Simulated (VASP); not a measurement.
# CoO (I4/mmm) in VASP: phonons with PBE

Aim: the phonons of CoO with PBE.

All numbers are computed with VASP 6.6.1; they aren't measurements. Logs are shortened: lines on timing, memory, paths and dates and some standing lists are left out, and cuts for length are marked.

**1. Starting point**

The structure is tetragonal, space group I4/mmm (No. 139). The conventional cell has a = 3.016 Å, b = 3.016 Å, c = 4.214 Å, α = 90.00°, β = 90.00°, γ = 90.00°. Co (site symmetry 4/mmm) has 6 O at 2.11 to 2.13 Å as nearest neighbours. Around O (site symmetry 4/mmm) lie 6 Co at 2.11 to 2.13 Å.

**2. Phonons, PBE, collinear spin, ferromagnetic start**

File POSCAR:

```
CoO
1.0
   -1.5080000000      1.5080000000      2.1072475377
    1.5080000000     -1.5080000000      2.1072475377
    1.5080000000      1.5080000000     -2.1072475377
Co O
1 1
Direct
    0.0000000000      0.0000000000      0.0000000000
    0.5000000000      0.5000000000      0.0000000000
```

File INCAR.step1:

```
SYSTEM = CoO
  ALGO = Fast
  EDIFF = 1E-8
  EDIFFG = -0.002
  ENCUT = 600
  GGA = PE
  IBRION = 2
  ISIF = 3
  ISMEAR = -1
  ISPIN = 2
  KPAR = 2
  LASPH = .True.
  LCHARG = .False.
  LMAXMIX = 4
  LORBIT = 11
  LREAL = .False.
  LWAVE = .False.
  MAGMOM = 2 0
  NELM = 120
  NSW = 40
  PREC = Accurate
  SIGMA = 0.05
```

File INCAR.step2:

```
SYSTEM = CoO
  ALGO = Fast
  EDIFF = 1E-8
  ENCUT = 600
  GGA = PE
  IBRION = 6
  ISIF = 2
  ISMEAR = -1
  ISPIN = 2
  KPAR = 2
  LASPH = .True.
  LCHARG = .False.
  LMAXMIX = 4
  LORBIT = 11
  LREAL = .False.
  LWAVE = .False.
  MAGMOM = 2 0
  NELM = 120
  NFREE = 2
  NSW = 1
  POTIM = 0.015
  PREC = Accurate
  SIGMA = 0.05
```

File KPOINTS:

```
k-points
0
Gamma
  12 12 12
  0 0 0
```

Potentials or basis: VASP PAW PBE potentials, release 64 (Co, O).

Launch:

```
$ cat potpaw_PBE.64/Co/POTCAR potpaw_PBE.64/O/POTCAR > POTCAR
$ cp INCAR.step1 INCAR
$ mpirun -np 2 vasp_std > vasp.out
$ cp CONTCAR POSCAR
$ cp INCAR.step2 INCAR
$ mpirun -np 2 vasp_std > vasp.out
```

OUTCAR:

```text
SYSTEM = CoO
   EDIFF = 1E-8
   ENCUT = 600
   GGA = PE
   IBRION = 6
   ISIF = 2
   ISMEAR = -1
   ISPIN = 2
   LASPH = .True.
   LORBIT = 11
   LREAL = .False.
   NELM = 120
   NFREE = 2
   NSW = 1
   POTIM = 0.015
   PREC = Accurate

 ion  position               nearest neighbor table
   1  0.000  0.000  0.000-   2 2.12   2 2.12   2 2.12   2 2.12   2 2.12   2 2.12
   2  0.500  0.500  0.000-   1 2.12   1 2.12   1 2.12   1 2.12   1 2.12   1 2.12

  LATTYP: Found a body centered tetragonal cell.
 ALAT       =     2.9981824774
 C/A-ratio  =     1.4152920792

  Lattice vectors:

 A1 = (  -1.4990912387,   1.4990912387,   2.1216519562)
 A2 = (   1.4990912387,  -1.4990912387,   2.1216519562)
 A3 = (   1.4990912387,   1.4990912387,  -2.1216519562)

Analysis of symmetry for initial positions (statically):
=====================================================================
 Subroutine PRICEL returns:
 Original cell was already a primitive cell.

 Routine SETGRP: Setting up the symmetry group for a
 body centered tetragonal supercell.

 Subroutine GETGRP returns: Found 16 space group operations
 (whereof 16 operations were pure point group operations)
 out of a pool of 16 trial point group operations.

The static configuration has the point symmetry D_4h.

Analysis of symmetry for dynamics (positions and initial velocities):
=====================================================================
 Subroutine PRICEL returns:
 Original cell was already a primitive cell.

 Routine SETGRP: Setting up the symmetry group for a
 body centered tetragonal supercell.

 Subroutine GETGRP returns: Found 16 space group operations
 (whereof 16 operations were pure point group operations)
 out of a pool of 16 trial point group operations.

The dynamic configuration has the point symmetry D_4h.

Analysis of structural, dynamic, and magnetic symmetry:
=====================================================================
 Subroutine PRICEL returns:
 Original cell was already a primitive cell.

 Routine SETGRP: Setting up the symmetry group for a
 body centered tetragonal supercell.

 Subroutine GETGRP returns: Found 16 space group operations
 (whereof 16 operations were pure point group operations)
 out of a pool of 16 trial point group operations.

The overall configuration has the point symmetry D_4h.

 Subroutine INISYM returns: Found 16 space group operations
 (whereof 16 operations are pure point group operations),
 and found     1 'primitive' translations

----------------------------------------------------------------------------------------

                                     Primitive cell

  volume of cell :      19.0717

[... 445 lines left out ...]

 k-point     1 :       0.0000    0.0000    0.0000
  band No.  band energies     occupation
      1     -12.2183      1.00000
      2       4.7713      1.00000
      3       4.8340      1.00000
      4       4.8905      1.00000
      5       4.8905      1.00000
      6       4.9858      1.00000
      7       5.0174      1.00000
      8       5.0551      1.00000
      9       5.0551      1.00000
     10       9.1637      0.00000
     11      24.9932      0.00000
     12      26.3365      0.00000
[... 333 lines left out ...]
      1     -11.1295      1.00000
      2       0.7129      1.00000
      3       2.2283      1.00000
      4       2.6033      1.00000
      5       5.2604      1.00000
      6       5.7342      1.00000
      7       6.1768      1.00000
      8       7.1299      1.00000
      9       7.4268      1.00000
     10      14.0350      0.00000
     11      18.0322      0.00000
     12      20.3935      0.00000

 [... further k-points ...]

 spin component 2

 k-point     1 :       0.0000    0.0000    0.0000
  band No.  band energies     occupation
      1     -11.7294      1.00000
      2       5.4624      1.00000
      3       5.4624      1.00000
      4       5.4645      1.00000
      5       6.9634      1.00000
      6       6.9691      1.00000
      7       6.9692      1.00000
      8       8.1373      0.27178
      9       8.1443      0.24502
     10       9.6953      0.00000
     11      24.9039      0.00000
     12      26.8232      0.00000
[... 374 lines left out ...]
  FREE ENERGIE OF THE ION-ELECTRON SYSTEM (eV)
  ---------------------------------------------------
  free  energy   TOTEN  =       -13.0653287836 eV

  energy  without entropy=      -13.0300730371  energy(sigma->0) =      -13.04770091

 INTERNAL STRAIN TENSORS FROM DISPLACED ATOMS
 ============================================

 INTERNAL STRAIN TENSOR FOR ION    1 for displacements in x,y,z  (eV/Angst):
          X           Y           Z          XY          YZ          ZX
  --------------------------------------------------------------------------------
  x     0.00000     0.00000     0.00000     0.00000     0.00000     0.00000
  y     0.00000     0.00000     0.00000     0.00000     0.00000     0.00000
  z     0.00000     0.00000     0.00000     0.00000     0.00000     0.00000

 INTERNAL STRAIN TENSOR FOR ION    2 for displacements in x,y,z  (eV/Angst):
          X           Y           Z          XY          YZ          ZX
  --------------------------------------------------------------------------------
  x     0.00000     0.00000     0.00000     0.00000     0.00000     0.00000
  y     0.00000     0.00000     0.00000     0.00000     0.00000     0.00000
  z     0.00000     0.00000     0.00000     0.00000     0.00000     0.00000

 Eigenvectors and eigenvalues of the dynamical matrix
 ----------------------------------------------------

   1 f  =    5.269899 THz    33.111753 2PiTHz  175.784912 cm-1    21.794542 meV
             X         Y         Z           dx          dy          dz
      0.000000  0.000000  0.000000    -0.000000   -0.461126    0.000000
      0.000000  0.000000  2.121652     0.000000    0.887335   -0.000000
[... 21 lines left out ...]
   6 f/i=    0.005706 THz     0.035852 2PiTHz    0.190334 cm-1     0.023598 meV
             X         Y         Z           dx          dy          dz
      0.000000  0.000000  0.000000    -0.024863   -0.886986    0.000000
      0.000000  0.000000  2.121652    -0.012921   -0.460945    0.000000

 ELASTIC MODULI CONTR FROM IONIC RELAXATION (kBar)
 Direction    XX          YY          ZZ          XY          YZ          ZX
 --------------------------------------------------------------------------------
 XX           0.0000      0.0000      0.0000      0.0000      0.0000      0.0000
 YY           0.0000      0.0000      0.0000      0.0000      0.0000      0.0000
 ZZ           0.0000      0.0000      0.0000      0.0000      0.0000      0.0000
 XY           0.0000      0.0000      0.0000      0.0000      0.0000      0.0000
 YZ           0.0000      0.0000      0.0000      0.0000      0.0000      0.0000
 ZX           0.0000      0.0000      0.0000      0.0000      0.0000      0.0000
 --------------------------------------------------------------------------------

 total charge

# of ion       s       p       d       tot
------------------------------------------
    1        0.297   0.365   7.154   7.816
    2        1.553   3.431   0.000   4.984
--------------------------------------------------
tot          1.850   3.796   7.154  12.800

 magnetization (x)

# of ion       s       p       d       tot
------------------------------------------
    1        0.021   0.018   2.496   2.534
    2        0.029   0.261   0.000   0.290
--------------------------------------------------
tot          0.050   0.279   2.496   2.824
```

OUTCAR.step1:

```text
SYSTEM = CoO
   EDIFF = 1E-8
   EDIFFG = -0.002
   ENCUT = 600
   GGA = PE
   IBRION = 2
   ISIF = 3
   ISMEAR = -1
   ISPIN = 2
   LASPH = .True.
   LORBIT = 11
[... 1170 lines left out ...]

 total charge

# of ion       s       p       d       tot
------------------------------------------
    1        0.297   0.365   7.154   7.816
    2        1.553   3.431   0.000   4.984
--------------------------------------------------
tot          1.850   3.795   7.154  12.800

 magnetization (x)

# of ion       s       p       d       tot
------------------------------------------
    1        0.021   0.018   2.496   2.534
    2        0.029   0.261   0.000   0.290
--------------------------------------------------
tot          0.050   0.279   2.496   2.824
```

OSZICAR.step1:

```text
N       E                     dE             d eps       ncg     rms          rms(c)
DAV:   1     0.930240106445E+02    0.93024E+02   -0.79030E+03  7896   0.161E+03
[... 167 lines left out ...]
RMM:   9    -0.130657312794E+02    0.16885E-05   -0.10622E-06  8702   0.108E-02    0.265E-02
RMM:  10    -0.130657301649E+02    0.11145E-05   -0.54675E-06 11033   0.273E-02    0.407E-02
RMM:  11    -0.130657273005E+02    0.28644E-05   -0.14481E-06  9225   0.131E-02    0.302E-02
RMM:  12    -0.130657259447E+02    0.13558E-05   -0.24372E-06  9804   0.171E-02    0.152E-02
RMM:  13    -0.130657258642E+02    0.80489E-07   -0.12642E-06  9356   0.131E-02    0.407E-03
RMM:  14    -0.130657259908E+02   -0.12657E-06   -0.34812E-08  6403   0.257E-03    0.303E-03
RMM:  15    -0.130657259835E+02    0.72473E-08   -0.81982E-08  7190   0.330E-03
  11 F= -.13065726E+02 E0= -.13048091E+02  d E =-.279556E-06  mag=     2.8730
```

Run time: 6.4 min. Hardware: 2 MPI ranks of Intel Xeon Platinum 8559C (Emerald Rapids), shared host; peak memory 0.37 GiB.

What came out:

- Relaxed volume: 9.54 Å³/atom
- Relaxed cell: a = 2.999 Å, b = 2.999 Å, c = 2.999 Å, α = 120.03°, β = 120.03°, γ = 89.96°
- Space group after relaxing (to 0.05 Å): Fm-3m (No. 225)
- Net moment: 2.87 μB per cell
- Site moments: Co +2.53; O +0.29 μB
- Valence electrons inside the program's atomic spheres: Co 7.82; O 4.98
- Highest phonon frequency at Γ, LO-TO splitting left out: 176 cm⁻¹

The path:
| step | energy change (eV) | largest force (eV/Å) | pressure (GPa) | volume (Å³) |
| --- | --- | --- | --- | --- |
| 1 | 0.0000 | 0.0000 | -0.80 | 19.17 |
| 2 | -0.0002 | 0.0000 | 0.34 | 19.04 |
| 3 | -0.0002 | 0.0000 | 0.01 | 19.07 |
| 4 | -0.0002 | 0.0000 | -0.01 | 19.08 |
| 5 | -0.0002 | 0.0000 | 0.00 | 19.07 |
| 6 | -0.0003 | 0.0000 | 0.00 | 19.07 |
| 7 | -0.0003 | 0.0000 | 0.00 | 19.07 |
| 8 | -0.0003 | 0.0000 | 0.02 | 19.07 |
| 9 | -0.0003 | 0.0000 | 0.03 | 19.07 |
| 10 | -0.0003 | 0.0000 | -0.25 | 19.10 |
| 11 | -0.0003 | 0.0000 | 0.01 | 19.07 |

Final structure:
```cif
data_structure
_symmetry_space_group_name_H-M 'P 1'
_symmetry_Int_Tables_number 1
_cell_length_a 2.9993
_cell_length_b 2.9993
_cell_length_c 2.9993
_cell_angle_alpha 120.025
_cell_angle_beta 120.025
_cell_angle_gamma 89.956
_cell_volume 19.07
loop_
_atom_site_label
_atom_site_type_symbol
_atom_site_fract_x
_atom_site_fract_y
_atom_site_fract_z
_atom_site_occupancy
Co1 Co 0.00000 0.00000 0.00000 1
O1 O 0.50000 0.50000 0.00000 1
```

Phonon frequencies in cm⁻¹ (negative: imaginary):
```tsv
q point	frequencies
(0.000, 0.000, 0.000)	0 0 0 173 176 176
```

Caveat: a cell with one magnetic atom can't hold antiferromagnetic order, which such compounds often take.
